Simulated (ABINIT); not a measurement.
# ScAl3 (Pm-3m) in ABINIT: notebook

Aim: see how the results for ScAl3 move with the level of theory and the settings. Levels: LDA-PZ, HCTH407. Tasks: band structure.

All numbers are computed with ABINIT 10.8.3 (patched build); they aren't measurements. Logs are shortened: lines on timing, memory, paths and dates and some standing lists are left out, and cuts for length are marked. The log counts tension as positive stress, the text compression.

### Step 1. The structure

The structure is cubic, space group Pm-3m (No. 221). Conventional cell: a = 4.088 Å, b = 4.088 Å, c = 4.088 Å, α = 90.00°, β = 90.00°, γ = 90.00°. Sc (site symmetry m-3m) has 12 Al at 2.89 Å as nearest neighbours. Around Al (site symmetry 4/mmm) lie 4 Sc at 2.89 Å and 8 Al at 2.89 Å.

The cell is a database's computed one.

### Step 2. Band structure, LDA-PZ

The input, run.abi:

```
# Datasets: ground state, then fixed potential
ndtset 2

# Pseudopotentials
pp_dirpath "./"
pseudos "Sc.LDA_PW-JTH.xml, Al.LDA_PW-JTH.xml"

# Structure
acell 7.7248348677 7.7248348677 7.7248348677
rprim
     1.0000000000     0.0000000000     0.0000000000
     0.0000000000     1.0000000000     0.0000000000
     0.0000000000     0.0000000000     1.0000000000
ntypat 2
znucl 21 13
natom 4
typat 1 2 2 2
xred
     0.0000000000     0.0000000000     0.0000000000
     0.5000000000     0.5000000000     0.0000000000
     0.0000000000     0.5000000000     0.5000000000
     0.5000000000     0.0000000000     0.5000000000

# Plane-wave basis
ecut 20.0
pawecutdg 40.0

# Exchange and correlation
ixc 2

# Bands and occupations
occopt 3
tsmear 0.05 eV

# SCF cycle
nstep 100

# Output
iomode 3
prtwf 0
prteig 0
prtebands 0
enunit 1
prtden1 1

# Dataset 1
kptopt1 1
ngkpt1 7 7 7
nshiftk1 1
shiftk1 0.0 0.0 0.0
nband1 14
tolvrs1 1.0e-9

# Dataset 2: bands along G-X-M-G-R-X
iscf2 -2
getden2 1
nband2 18
nbdbuf2 2
tolwfr2 1.0e-12
kptopt2 -5
ndivsm2 6
prteig2 1
prtvol2 -3
kptbounds2
     0.0000000000     0.0000000000     0.0000000000
     0.0000000000     0.5000000000     0.0000000000
     0.5000000000     0.5000000000     0.0000000000
     0.0000000000     0.0000000000     0.0000000000
     0.5000000000     0.5000000000     0.5000000000
     0.0000000000     0.5000000000     0.0000000000
```

Potentials or basis: JTH PAW LDA v2.0.

Run with:

```bash
> abinit run.abi > log 2>&1
```

run.abo:

```text
.Version 10.8.3 of ABINIT
 DATASET    1 : space group Pm -3 m (#221); Bravais cP (primitive cubic)
================================================================================
 Values of the parameters that define the memory need for DATASET  1.
     intxc =       0    ionmov =       0      iscf =      17    lmnmax =      18
     lnmax =       6     mgfft =      32  mpssoang =       3    mqgrid =    3001
     natom =       4  nloc_mem =       2    nspden =       1   nspinor =       1
    nsppol =       1      nsym =      48    n1xccc =       1    ntypat =       2
    occopt =       3   xclevel =       1
       mpw =        1987          nfft =       32768          nkpt =          20
 PAW method is used; the additional fine FFT grid is defined by:
   mgfftf=        45    nfftf =     91125
================================================================================
================================================================================

 DATASET    2 : space group Pm -3 m (#221); Bravais cP (primitive cubic)
================================================================================
 Values of the parameters that define the memory need for DATASET  2.
     intxc =       0    ionmov =       0      iscf =      -2    lmnmax =      18
     lnmax =       6     mgfft =      32  mpssoang =       3    mqgrid =    3001
     natom =       4  nloc_mem =       2    nspden =       1   nspinor =       1
    nsppol =       1      nsym =      48    n1xccc =       1    ntypat =       2
    occopt =       3   xclevel =       1
       mpw =        1986          nfft =       32768          nkpt =          39
 PAW method is used; the additional fine FFT grid is defined by:
   mgfftf=        45    nfftf =     91125
================================================================================
================================================================================

--------------------------------------------------------------------------------
------------- Echo of variables that govern the present computation ------------
--------------------------------------------------------------------------------
 -outvars: echo values of preprocessed input variables --------
            acell      7.7248348677E+00  7.7248348677E+00  7.7248348677E+00 Bohr
              amu      4.49559100E+01  2.69815390E+01
             ecut      2.00000000E+01 Hartree
           enunit           1
           getden1          0
           getden2          1
             iscf1         17
             iscf2         -2
              ixc           2
           jdtset        1    2
           kptopt1          1
           kptopt2         -5
         kptrlatt        7    0    0      0    7    0      0    0    7
          kptrlen1     5.40738441E+01
          kptrlen2     3.00000000E+01
            natom           4
            nband1         14
            nband2         18
           nbdbuf1          0
           nbdbuf2          2
           ndtset           2
           ndivsm1          0
           ndivsm2          6
            ngfft          32      32      32
          ngfftdg          45      45      45
             nkpt1         20
             nkpt2         39
            nstep         100
             nsym          48
           ntypat           2
           occopt           3
        pawecutdg      4.00000000E+01 Hartree
        prtebands           0
           prteig1          0
           prteig2          1
           prtvol1          0
           prtvol2         -3
            prtwf           0
           shiftk1     0.00000000E+00  0.00000000E+00  0.00000000E+00
           shiftk2     5.00000000E-01  5.00000000E-01  5.00000000E-01
          spgroup         221
           tolvrs1     1.00000000E-09
           tolvrs2     0.00000000E+00
           tolwfr1     0.00000000E+00
[... 274 lines left out ...]
 Non-SCF case, kpt    1 (  0.00000  0.00000  0.00000), residuals and eigenvalues=
  5.27E-13  2.91E-13  4.59E-13  7.30E-13  6.58E-13  3.41E-13  3.05E-13  4.05E-13
  4.92E-13  5.37E-13  3.99E-13  8.53E-13  4.09E-13  8.29E-13  2.39E-13  4.71E-13
  5.80E-13  2.89E-13
 -1.4567E+00 -6.8426E-01 -6.8426E-01 -6.8426E-01 -4.1691E-02  2.2833E-01
  2.2833E-01  2.6012E-01  2.6012E-01  2.6012E-01  3.7203E-01  3.7203E-01
  3.7203E-01  3.7345E-01  4.9638E-01  4.9638E-01  5.1805E-01  5.1805E-01
 Non-SCF case, kpt    2 (  0.00000  0.08333  0.00000), residuals and eigenvalues=
  8.05E-13  6.03E-13  5.54E-13  7.90E-13  2.14E-13  5.16E-13  1.69E-13  5.27E-13
  2.17E-13  9.74E-13  3.71E-13  1.67E-13  2.03E-13  5.79E-13  5.98E-13  9.36E-13
  5.16E-13  2.91E-07
[... 248 lines left out ...]
 Non-SCF case, kpt   38 (  0.06250  0.50000  0.06250), residuals and eigenvalues=
  4.66E-13  3.38E-13  9.29E-13  6.66E-13  1.73E-13  1.13E-13  2.56E-13  8.76E-13
  1.46E-13  6.90E-13  6.99E-13  3.03E-13  3.70E-13  3.26E-13  1.79E-13  3.17E-13
  5.02E-13  2.81E-10
 -1.4567E+00 -6.8548E-01 -6.8421E-01 -6.8420E-01  2.9049E-02  5.9920E-02
  2.5140E-01  2.5809E-01  2.6684E-01  3.4262E-01  3.6795E-01  3.6971E-01
  3.8081E-01  3.9542E-01  4.0395E-01  4.6686E-01  4.7370E-01  5.2495E-01
 Non-SCF case, kpt   39 (  0.00000  0.50000  0.00000), residuals and eigenvalues=
  9.17E-13  2.86E-13  3.80E-13  3.50E-13  1.45E-13  1.43E-13  1.98E-13  5.00E-13
  3.18E-13  4.56E-13  1.37E-13  4.70E-13  6.12E-13  3.29E-13  1.72E-13  5.66E-13
  5.73E-11  5.86E-06
 -1.4567E+00 -6.8550E-01 -6.8416E-01 -6.8416E-01  2.6949E-02  5.7256E-02
  2.6269E-01  2.6269E-01  2.7116E-01  3.5334E-01  3.6328E-01  3.6328E-01
  3.7743E-01  3.8390E-01  4.0244E-01  4.7208E-01  4.7208E-01  5.1260E-01

--- !ResultsGS
iteration_state: {dtset: 2, }
comment   : Summary of ground state results
lattice_vectors:
- [  7.7248349,   0.0000000,   0.0000000, ]
- [  0.0000000,   7.7248349,   0.0000000, ]
- [  0.0000000,   0.0000000,   7.7248349, ]
lattice_lengths: [   7.72483,    7.72483,    7.72483, ]
lattice_angles: [ 90.000,  90.000,  90.000, ] # degrees, (23, 13, 12)
lattice_volume:   4.6096464E+02
convergence: {deltae:  0.000E+00, res2:  0.000E+00, residm:  9.988E-13, diffor:  0.000E+00, }
etotal    :  -5.35504590E+01
entropy   :   0.00000000E+00
fermie    :   3.21848386E-01
cartesian_stress_tensor: null
pressure_GPa: null
xred      :
- [  0.0000E+00,   0.0000E+00,   0.0000E+00, Sc]
- [  5.0000E-01,   5.0000E-01,   0.0000E+00, Al]
- [  0.0000E+00,   5.0000E-01,   5.0000E-01, Al]
- [  5.0000E-01,   0.0000E+00,   5.0000E-01, Al]
cartesian_forces: null
force_length_stats: {min: null, max: null, mean: null, }
...

 Integrated electronic density in atomic spheres:
 ------------------------------------------------
 Atom  Sphere_radius  Integrated_density
    1        2.41051          9.34711299
    2        1.90363          0.77136983
    3        1.90363          0.77136983
    4        1.90363          0.77136983

================================================================================

 ----iterations are completed or convergence reached----

 Mean square residual over all n,k,spin=   51.137E-14; max=  99.878E-14
 reduced coordinates (array xred) for    4 atoms
       0.000000000000      0.000000000000      0.000000000000
       0.500000000000      0.500000000000      0.000000000000
       0.000000000000      0.500000000000      0.500000000000
       0.500000000000      0.000000000000      0.500000000000

 cartesian coordinates (angstrom) at end:
    1      0.00000000000000     0.00000000000000     0.00000000000000
    2      2.04390328360126     2.04390328360126     0.00000000000000
    3      0.00000000000000     2.04390328360126     2.04390328360126
    4      2.04390328360126     0.00000000000000     2.04390328360126
 length scales=  7.724834867700  7.724834867700  7.724834867700 bohr
              =  4.087806567203  4.087806567203  4.087806567203 angstroms
 Eigenvalues (   eV  ) for nkpt=  39  k points:
 kpt#   1, nband= 18, wtk=  1.00000, kpt=  0.0000  0.0000  0.0000 (reduced coord)
 -39.63956  -18.61967  -18.61967  -18.61967   -1.13447    6.21307    6.21307    7.07825
   7.07825    7.07825   10.12356   10.12356   10.12356   10.16219   13.50718   13.50718
  14.09685   14.09685
 kpt#   2, nband= 18, wtk=  1.00000, kpt=  0.0000  0.0833  0.0000 (reduced coord)
 -39.63947  -18.62193  -18.61949  -18.61949   -1.07049    5.64079    6.26369    7.08488
   7.08488    7.47339   10.08763   10.08763   10.14318   10.43551   12.90259   13.58892
  14.15576   14.15577
 kpt#   3, nband= 18, wtk=  1.00000, kpt=  0.0000  0.1667  0.0000 (reduced coord)
 -39.63922  -18.62811  -18.61901  -18.61901   -0.87993    4.70830    6.41276    7.10180
   7.10180    7.99670   10.00564   10.00564   10.19791   11.06643   12.03786   13.87978
  14.15395   14.15395
 kpt#   4, nband= 18, wtk=  1.00000, kpt=  0.0000  0.2500  0.0000 (reduced coord)
 -39.63887  -18.63653  -18.61835  -18.61835   -0.56721    3.74643    6.64983    7.12172
   7.12172    8.53198    9.92756    9.92756   10.27629   11.18645   11.62489   13.79798
  13.79798   14.51848
 kpt#   5, nband= 18, wtk=  1.00000, kpt=  0.0000  0.3333  0.0000 (reduced coord)
[... 125 lines left out ...]
   6.69559    7.66260    9.84296   10.93422   10.99212   11.35797   11.74603   12.51647
  13.43806   15.31621
 kpt#  37, nband= 18, wtk=  1.00000, kpt=  0.1250  0.5000  0.1250 (reduced coord)
 -39.63780  -18.65193  -18.62149  -18.62099    0.96177    1.84396    6.23234    6.72172
   6.99324    8.47951   10.38073   10.47603   10.86321   10.93035   11.17319   12.45967
  13.04656   15.08428
 kpt#  38, nband= 18, wtk=  1.00000, kpt=  0.0625  0.5000  0.0625 (reduced coord)
 -39.63808  -18.65295  -18.61820  -18.61805    0.79047    1.63050    6.84084    7.02285
   7.26118    9.32326   10.01243   10.06041   10.36244   10.76001   10.99216   12.70385
  12.88997   14.28460
 kpt#  39, nband= 18, wtk=  1.00000, kpt=  0.0000  0.5000  0.0000 (reduced coord)
 -39.63818  -18.65330  -18.61702  -18.61702    0.73332    1.55800    7.14829    7.14829
   7.37871    9.61483    9.88534    9.88534   10.27049   10.44653   10.95085   12.84585
  12.84585   13.94860

== END DATASET(S) ==============================================================
================================================================================

 -outvars: echo values of variables after computation  --------
            acell      7.7248348677E+00  7.7248348677E+00  7.7248348677E+00 Bohr
           etotal1    -5.3550459013E+01
            fcart1    -0.0000000000E+00 -0.0000000000E+00 -0.0000000000E+00
                      -0.0000000000E+00 -0.0000000000E+00 -0.0000000000E+00
                      -0.0000000000E+00 -0.0000000000E+00 -0.0000000000E+00
                      -0.0000000000E+00 -0.0000000000E+00 -0.0000000000E+00
           strten1     1.2710312442E-04  1.2710312442E-04  1.2710312442E-04
                       0.0000000000E+00  0.0000000000E+00  0.0000000000E+00
           xangst      0.0000000000E+00  0.0000000000E+00  0.0000000000E+00
                       2.0439032836E+00  2.0439032836E+00  0.0000000000E+00
                       0.0000000000E+00  2.0439032836E+00  2.0439032836E+00
                       2.0439032836E+00  0.0000000000E+00  2.0439032836E+00
             xred      0.0000000000E+00  0.0000000000E+00  0.0000000000E+00
                       5.0000000000E-01  5.0000000000E-01  0.0000000000E+00
                       0.0000000000E+00  5.0000000000E-01  5.0000000000E-01
                       5.0000000000E-01  0.0000000000E+00  5.0000000000E-01
 Calculation completed.
```

Run time: 40 s. Hardware: 1 thread of Arm Neoverse V2, shared host; peak memory 0.1 GiB.

Results:

* Free energy: -1457.1822 eV
* Pressure: -3.7 GPa
* Band gap on the k mesh: none (metal or under the smearing width)
* Valence electrons inside the program's atomic spheres: Sc 9.35; Al 0.77

Levels at the corners of the path, in eV from the Fermi level:
```tsv
point	band 7	band 8	band 9	band 10	band 11	band 12	band 13	band 14
Γ	-2.54	-1.68	-1.68	-1.68	1.37	1.37	1.37	1.40
X	-1.61	-1.61	-1.38	0.86	1.13	1.13	1.51	1.69
M	-5.51	-4.23	-0.45	-0.45	1.33	1.45	2.12	2.52
Γ	-2.54	-1.68	-1.68	-1.68	1.37	1.37	1.37	1.40
R	-4.71	-4.32	-2.80	-2.80	-2.80	1.04	2.63	2.63
X	-1.61	-1.61	-1.38	0.86	1.13	1.13	1.51	1.69
```

### Step 3. Band structure, HCTH407

The input, run.abi:

```
ndtset 2

pp_dirpath "./"
pseudos "Sc.GGA_PBE-JTH.xml, Al.GGA_PBE-JTH.xml"

acell 3*1.0
rprim
     7.7248348677     0.0000000000     0.0000000000
     0.0000000000     7.7248348677     0.0000000000
     0.0000000000     0.0000000000     7.7248348677
ntypat 2
znucl 21 13
natom 4
typat 1 2 2 2
xred
     0.0000000000     0.0000000000     0.0000000000
     0.5000000000     0.5000000000     0.0000000000
     0.0000000000     0.5000000000     0.5000000000
     0.5000000000     0.0000000000     0.5000000000

ecut 544.227725 eV
pawecutdg 40.0

ixc 27

occopt 3
tsmear 0.00183747

nstep 100

iomode 3
prtwf 0
prteig 0
prtebands 0
prtden1 1
prtvha1 1
prtvclmb1 1
prtpot1 1

kptopt1 1
ngkpt1 7 7 7
nshiftk1 1
shiftk1 0.0 0.0 0.0
nband1 14
tolvrs1 1.0e-9

iscf2 -2
getden2 1
nband2 18
nbdbuf2 2
tolwfr2 1.0e-12
kptopt2 -5
ndivsm2 6
prteig2 1
kptbounds2
     0.0000000000     0.0000000000     0.0000000000
     0.0000000000     0.5000000000     0.0000000000
     0.5000000000     0.5000000000     0.0000000000
     0.0000000000     0.0000000000     0.0000000000
     0.5000000000     0.5000000000     0.5000000000
     0.0000000000     0.5000000000     0.0000000000
```

Potentials or basis: JTH PAW PBE v2.0.

Run with:

```bash
> abinit run.abi > log 2>&1
```

Wall time 54 s (1 thread of Arm Neoverse V2, shared host); peak memory 0.14 GiB.

Results (log left out):

| Item | Value |
| --- | --- |
| Free energy | -1457.8517 eV |
| Pressure | -5.7 GPa |
| Band gap on the k mesh | none (metal or under the smearing width) |
| Valence electrons inside the program's atomic spheres | Sc 9.33; Al 0.69 |

Levels at the corners of the path, in eV from the Fermi level:
| point | band 7 | band 8 | band 9 | band 10 | band 11 | band 12 | band 13 | band 14 |
| --- | --- | --- | --- | --- | --- | --- | --- | --- |
| Γ | -2.54 | -1.71 | -1.71 | -1.71 | 0.67 | 1.41 | 1.41 | 1.41 |
| X | -1.60 | -1.59 | -1.59 | 0.95 | 1.10 | 1.10 | 1.52 | 1.76 |
| M | -5.46 | -4.46 | -0.38 | -0.38 | 1.29 | 1.35 | 2.08 | 2.62 |
| Γ | -2.54 | -1.71 | -1.71 | -1.71 | 0.67 | 1.41 | 1.41 | 1.41 |
| R | -4.47 | -4.47 | -3.03 | -3.03 | -3.03 | 0.75 | 2.72 | 2.72 |
| X | -1.60 | -1.59 | -1.59 | 0.95 | 1.10 | 1.10 | 1.52 | 1.76 |

Caveat: the PAW data sets were made with another functional, which shifts forces and pressure a little.
